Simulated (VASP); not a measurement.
# Al (Fm-3m) in VASP: a series of runs

One crystal, Al, is run at these levels: PBE; tasks: relaxation of cell and atoms.

Everything below comes from runs of VASP 6.6.1. Logs are shortened: lines on timing, memory, paths and dates and some standing lists are left out, and cuts for length are marked.

## 1. The crystal as given

Symmetry: Fm-3m, No. 225, cubic system. Conventional cell: a = 4.050 Å, b = 4.050 Å, c = 4.050 Å, α = 90.00°, β = 90.00°, γ = 90.00°. Around Al (site symmetry m-3m) lie 12 Al at 2.86 Å.

## 2. Relaxation of cell and atoms, PBE

INCAR reads:

```
PREC = Accurate ; ENCUT = 520
EDIFF = 1E-7 ; ISMEAR = 0
SIGMA = 0.1 ; LREAL = False
LASPH = True ; NELM = 60
ALGO = Fast ; ISIF = 3
LWAVE = False ; LCHARG = False
GGA = PE ; IBRION = 2
NSW = 80 ; EDIFFG = -0.002
```

KPOINTS reads:

```
regular mesh
0
Gamma
  24 24 24
```

POSCAR reads:

```
Al
1.0
    0.0000000000      2.0248050000      2.0248050000
    2.0248050000      0.0000000000      2.0248050000
    2.0248050000      2.0248050000      0.0000000000
Al
1
Direct
    0.0000000000      0.0000000000      0.0000000000
```

Potentials or basis: VASP PAW PBE potentials, release 64 (Al).

On the command line:

```sh
cat potpaw_PBE.64/Al/POTCAR > POTCAR
mpirun -np 1 vasp_std > vasp.out
```

OUTCAR:

```text
PREC = Accurate
   ENCUT = 520
   EDIFF = 1E-7
   ISMEAR = 0
   LREAL = False
   LASPH = True
   NELM = 60
   ISIF = 3
   GGA = PE
   IBRION = 2
   NSW = 80
   EDIFFG = -0.002

 ion  position               nearest neighbor table
   1  0.000  0.000  0.000-

  LATTYP: Found a face centered cubic cell.
 ALAT       =     4.0496100000

  Lattice vectors:

 A1 = (   0.0000000000,   2.0248050000,   2.0248050000)
 A2 = (   2.0248050000,   0.0000000000,   2.0248050000)
 A3 = (   2.0248050000,   2.0248050000,   0.0000000000)

Analysis of symmetry for initial positions (statically):
=====================================================================
 Subroutine PRICEL returns:
 Original cell was already a primitive cell.

 Routine SETGRP: Setting up the symmetry group for a
 face centered cubic supercell.

 Subroutine GETGRP returns: Found 48 space group operations
 (whereof 48 operations were pure point group operations)
 out of a pool of 48 trial point group operations.

The static configuration has the point symmetry O_h .

Analysis of symmetry for dynamics (positions and initial velocities):
=====================================================================
 Subroutine PRICEL returns:
 Original cell was already a primitive cell.

 Routine SETGRP: Setting up the symmetry group for a
 face centered cubic supercell.

 Subroutine GETGRP returns: Found 48 space group operations
 (whereof 48 operations were pure point group operations)
 out of a pool of 48 trial point group operations.

The dynamic configuration has the point symmetry O_h .

 Subroutine INISYM returns: Found 48 space group operations
 (whereof 48 operations are pure point group operations),
 and found     1 'primitive' translations

----------------------------------------------------------------------------------------

                                     Primitive cell

  volume of cell :      16.6027

  direct lattice vectors                    reciprocal lattice vectors
     0.000000000  2.024805000  2.024805000    -0.246937359  0.246937359  0.246937359
     2.024805000  0.000000000  2.024805000     0.246937359 -0.246937359  0.246937359
     2.024805000  2.024805000  0.000000000     0.246937359  0.246937359 -0.246937359

  length of vectors
     2.863506692  2.863506692  2.863506692     0.427708053  0.427708053  0.427708053

  position of ions in fractional coordinates (direct lattice)
     0.000000000  0.000000000  0.000000000

  ion indices of the primitive-cell ions
   primitive index   ion index
                 1           1

----------------------------------------------------------------------------------------

 KPOINTS: regular mesh

Automatic generation of k-mesh.
 Grid dimensions read from file:
 generate k-points for:   24   24   24

 Generating k-lattice:

  Cartesian coordinates                     Fractional coordinates (reciprocal lattice)
    -0.010289057  0.010289057  0.010289057     0.041666667  0.000000000  0.000000000
     0.010289057 -0.010289057  0.010289057     0.000000000  0.041666667  0.000000000
     0.010289057  0.010289057 -0.010289057     0.000000000  0.000000000  0.041666667

  Length of vectors
     0.017821169  0.017821169  0.017821169

  Shift w.r.t. Gamma in fractional coordinates (k-lattice)
     0.000000000  0.000000000  0.000000000

 Subroutine IBZKPT returns following result:
 ===========================================

 Found    413 irreducible k-points:

 Following reciprocal coordinates:
            Coordinates               Weight
  0.000000  0.000000  0.000000      1.000000
  0.041667  0.000000  0.000000      8.000000
  0.083333  0.000000  0.000000      8.000000
  0.125000  0.000000  0.000000      8.000000
  0.166667  0.000000  0.000000      8.000000
  0.208333  0.000000  0.000000      8.000000
[... 16 lines left out ...]
  0.416667  0.041667  0.000000     24.000000
  0.458333  0.041667  0.000000     24.000000
 [... further k-points ...]
   k-points           NKPTS =    413   k-points in BZ     NKDIM =    413   number of bands    NBANDS=      5
   number of dos      NEDOS =    301   number of ions     NIONS =      1
   total plane-waves  NPLWV =  13824
   dimension x,y,z NGX =    24 NGY =   24 NGZ =   24
   dimension x,y,z NGXF=    48 NGYF=   48 NGZF=   48
   ions per type =               1
   NGX,Y,Z   is equivalent  to a cutoff of  13.93, 13.93, 13.93 a.u.
   NGXF,Y,Z  is equivalent  to a cutoff of  27.87, 27.87, 27.87 a.u.
 SYSTEM =  unknown system
   PREC   = accura    normal or accurate (medium, high low for compatibility)
   ISTART =      0    job   : 0-new  1-cont  2-samecut
   ICHARG =      2    charge: 1-file 2-atom 10-const
   ISPIN  =      1    spin polarized calculation?
   LNONCOLLINEAR =      F non collinear calculations
   LSORBIT =      F    spin-orbit coupling
   LASPH  =      T    aspherical Exc in radial PAW
   ENCUT  =  520.0 eV  38.22 Ry    6.18 a.u.   5.32  5.32  5.32*2*pi/ulx,y,z
   NELM   =     60;   NELMIN=  2; NELMDL= -5     # of ELM steps
   EDIFF  = 0.1E-06   stopping-criterion for ELM
   LREAL  =      F    real-space projection
   EDIFFG = -.2E-02   stopping-criterion for IOM
   NSW    =     80    number of steps for IOM
   IBRION =      2    ionic relax: 0-MD 1-quasi-New 2-CG
   NFREE  =      1    steps in history (QN), initial steepest desc. (CG)
   ISIF   =      3    stress and relaxation
   ISYM   =      2    0-nonsym 1-usesym 2-fastsym
   POTIM  = 0.5000    time-step for ionic-motion
   TEBEG  =    0.0;   TEEND  =   0.0 temperature during run
   PSTRESS=    0.0 pullay stress
   NELECT =       3.0000    total number of electrons
   NUPDOWN=      -1.0000    fix difference up-down
   EMIN   =  10.00;   EMAX   =-10.00  energy-range for DOS
   EFERMI =   0.00;   METHOD = LEGACY
   ISMEAR =     0;   SIGMA  =   0.10  broadening in eV -4-tet -1-fermi 0-gaus
   EFERMI_NEDOS =   21; number of points for ismear=-14 and -15
   IALGO  =     68    algorithm
   IMIX   =      4    mixing-type and parameters
     AMIX     =   0.40;   BMIX     =  1.00
     AMIX_MAG =   1.60;   BMIX_MAG =  1.00
  volume/ion in A,a.u.               =      16.60       112.04
  Fermi-wavevector in a.u.,A,eV,Ry     =   0.925526  1.748991 11.654733  0.856599
  Thomas-Fermi vector in A             =   2.051390
   LORBIT       =      0    0 simple, 1 ext, 2 COOP (PROOUT), +10 PAW based schemes
   GGA     = PE    functional components
   LHFCALC =     F    Hartree Fock is set to
   AEXX    =    0.0000 exact exchange contribution
   IVDW    =     0    specifies the selected vdW correction
   LEPSILON=     F    determine dielectric tensor
   LRPA    =     F    only Hartree local field effects (RPA)
 conjugate gradient relaxation of ions
 non-spin polarized calculation
 RMM-DIIS sequential band-by-band and
 Gauss-broadening in eV      SIGMA  =   0.10
  energy-cutoff  :      520.00
  volume of cell :       16.60
 maximum number of plane-waves:       459
 NGX is ok and might be reduce to    24
   NGX = 11   NGY = 11   NGZ = 11

--------------------------------------- Ionic step        1  -------------------------------------------

 number of electron       3.0000000 magnetization

 Free energy of the ion-electron system (eV)
  ---------------------------------------------------
  ext. energy  EPLUGINS =         0.00000000
  ---------------------------------------------------
  free energy    TOTEN  =        -3.74516308 eV

  energy without entropy =       -3.74269509  energy(sigma->0) =       -3.74392908

------------------------ aborting loop because EDIFF is reached ----------------------------------------

  FORCE on cell =-STRESS in cart. coord.  units (eV):
  Direction    XX          YY          ZZ          XY          YZ          ZX
  --------------------------------------------------------------------------------------
  -------------------------------------------------------------------------------------
  Total       -0.0611220     -0.0611220     -0.0611220     -0.0000000      0.0000000     -0.0000000
  in kB       -5.8983217     -5.8983217     -5.8983217     -0.0000000      0.0000000     -0.0000000
  external PRESSURE =      -5.8983217 kB  Pullay stress =       0.0000000 kB
[... 55 lines left out ...]
  energy  without entropy=       -3.7429577770  energy(sigma->0) =       -3.74417863

--------------------------------------- Ionic step        3  -------------------------------------------

 number of electron       3.0000000 magnetization

 Free energy of the ion-electron system (eV)
  ---------------------------------------------------
  ext. energy  EPLUGINS =         0.00000000
  ---------------------------------------------------
  free energy    TOTEN  =        -3.74540362 eV

  energy without entropy =       -3.74295838  energy(sigma->0) =       -3.74418100

 E-fermi :   8.0261     XC(G=0): -10.2026

 val. band max:        7.9990897957   @ k =  -0.3333   0.3750   0.0417
 cond. band min:       8.0386009037   @ k =  -0.2917   0.4583   0.1667
 fundamental gap:      0.0395111079
 Fermi energy:         8.0260878141

 k-point     1 :       0.0000    0.0000    0.0000
  band No.  band energies     occupation
      1      -3.1289      2.00000
      2      20.6446      0.00000
      3      20.6446      0.00000
      4      20.6446      0.00000
      5      22.1485      0.00000

 k-point     2 :       0.0417    0.0000    0.0000
  band No.  band energies     occupation
      1      -3.0817      2.00000
      2      19.6469      0.00000
      3      20.4517      0.00000
      4      20.4517      0.00000
      5      22.4155      0.00000
[... 169 lines left out ...]
 k-point    24 :       0.4583    0.0417    0.0000
  band No.  band energies     occupation
      1       2.1896      2.00000
      2       5.0897      2.00000
      3      18.2678      0.00000
      4      18.7865      0.00000
      5      19.4844      0.00000

 [... further k-points ...]
[... 5 lines left out ...]
  --------------------------------------------------------------------------------------
  -------------------------------------------------------------------------------------
  Total        0.0001127      0.0001127      0.0001127     -0.0000000     -0.0000000     -0.0000000
  in kB        0.0109643      0.0109643      0.0109643     -0.0000000     -0.0000000     -0.0000000
  external PRESSURE =       0.0109643 kB  Pullay stress =       0.0000000 kB
[... 16 lines left out ...]
  FREE ENERGIE OF THE ION-ELECTRON SYSTEM (eV)
  ---------------------------------------------------
  free  energy   TOTEN  =        -3.7454036155 eV

  energy  without entropy=       -3.7429583791  energy(sigma->0) =       -3.74418100

 reached required accuracy - stopping structural energy minimisation
```

It took 26 s on 1 thread of Intel Xeon Platinum 8559C (Emerald Rapids), shared host; peak memory 0.16 GiB.

What came out:

| Quantity | Value |
| --- | --- |
| Free energy | -3.7454 eV |
| Relaxed volume | 16.47 Å³/atom |
| Relaxed cell | a = 2.856 Å, b = 2.856 Å, c = 2.856 Å, α = 60.00°, β = 60.00°, γ = 60.00° |
| Space group after relaxing (to 0.05 Å) | Fm-3m (No. 225) |
| Energy gained by relaxing | 0.2 meV/atom |
| Ionic steps | 3 |
| Pressure after relaxing | 0.0 GPa |
| Band gap on the k mesh | none (metal or under the smearing width) |

The path:
| step | energy change (eV) | largest force (eV/Å) | pressure (GPa) | volume (Å³) |
| --- | --- | --- | --- | --- |
| 1 | 0.0000 | 0.0000 | -0.59 | 16.60 |
| 2 | -0.0002 | 0.0000 | 0.08 | 16.46 |
| 3 | -0.0002 | 0.0000 | 0.00 | 16.47 |

Final structure:
```yaml
crystal:
  lattice:
    - [0.00000, 2.01954, 2.01954]
    - [2.01954, 0.00000, 2.01954]
    - [2.01954, 2.01954, 0.00000]
  atoms:
    - { symbol: Al, position: [0.00000, 0.00000, 0.00000] }
```

Levels at points of the mesh, in eV from the Fermi level:
```
           k point  band 1  band 2  band 3  band 4  band 5
(0.00, 0.00, 0.00)  -11.15   12.62   12.62   12.62   14.12
(0.50, 0.00, 0.00)   -4.61   -4.39   11.42   11.42   11.46
(0.50, 0.50, 0.00)   -2.94   -1.61    5.25    5.59    5.59
```

## 3. Relaxation of cell and atoms, PBE

This run uses another cell than the first one, of 16.47 Å³/atom, 0.992 times its volume.

INCAR is that of step 2.

KPOINTS is that of step 2.

POSCAR reads:

```
Al                                      
1.0
   -0.0000000000      2.0195402333      2.0195402333
    2.0195402333      0.0000000000      2.0195402333
    2.0195402333      2.0195402333     -0.0000000000
  Al            
     1
Direct
     0.0000000000000000    0.0000000000000000    0.0000000000000000
```

Potentials or basis: VASP PAW PBE potentials, release 64 (Al).

On the command line:

```sh
cat potpaw_PBE.64/Al/POTCAR > POTCAR
mpirun -np 1 vasp_std > vasp.out
```

It took 17 s on 1 thread of Intel Xeon Platinum 8559C (Emerald Rapids), shared host; peak memory 0.16 GiB.

It converged, with:

* Free energy: -3.7454 eV
* Pressure after relaxing: 0.0 GPa
* Band gap on the k mesh: none (metal or under the smearing width)

Final structure:
```cif
data_structure
_symmetry_space_group_name_H-M 'P 1'
_symmetry_Int_Tables_number 1
_cell_length_a 2.8561
_cell_length_b 2.8561
_cell_length_c 2.8561
_cell_angle_alpha 60.000
_cell_angle_beta 60.000
_cell_angle_gamma 60.000
_cell_volume 16.47
loop_
_atom_site_label
_atom_site_type_symbol
_atom_site_fract_x
_atom_site_fract_y
_atom_site_fract_z
_atom_site_occupancy
Al1 Al 0.00000 0.00000 0.00000 1
```

Levels at points of the mesh, in eV from the Fermi level:
| k point | band 1 | band 2 | band 3 | band 4 | band 5 |
| --- | --- | --- | --- | --- | --- |
| (0.00, 0.00, 0.00) | -11.15 | 12.62 | 12.62 | 12.62 | 14.12 |
| (0.50, 0.00, 0.00) | -4.61 | -4.39 | 11.42 | 11.43 | 11.46 |
| (0.50, 0.50, 0.00) | -2.94 | -1.61 | 5.25 | 5.59 | 5.59 |

Caveat: the relaxation stopped at its first step, so nothing moved.
